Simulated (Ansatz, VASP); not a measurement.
**Pd: VASP beside Ansatz**

```xyz
1
Lattice="2.3832 0.0000 0.0000 -1.1916 2.0639 0.0000 0.0000 0.0000 2.2969" Properties=species:S:1:pos:R:3 pbc="T T T"
Pd    0.0000    0.0000    0.0000
```

Change from the starting cell: volume scaled by 0.68, LAPW.

Alike in both runs: task single point; functional PBE; k mesh 16 × 16 × 15; occupations fermi-dirac, width 0.08 eV; no spin polarisation.

```csv
,VASP,Ansatz
version,VASP 6.6.1,Ansatz 0.2.0
potentials or method,"VASP PAW PBE potentials, release 64 (Pd), cutoff 520 eV","all-electron LAPW, scalar-relativistic"
```

Ansatz gave:

| Quantity | Value |
| --- | --- |
| pressure (GPa) | 153.1 |
| largest component of the traceless stress (GPa) | 0.02 |

Question: What did VASP give for the same quantities?

Answer: Pressure (GPa): 151.1; largest component of the traceless stress (GPa): 0.88.

Ansatz ran all-electron here, so the differences hold the error of VASP's frozen core and of both bases.

Caveats: the cell as given lies far from equilibrium; so large a pressure means that the cell lies far from this level's equilibrium, or that cutoff or potentials fall short (VASP).
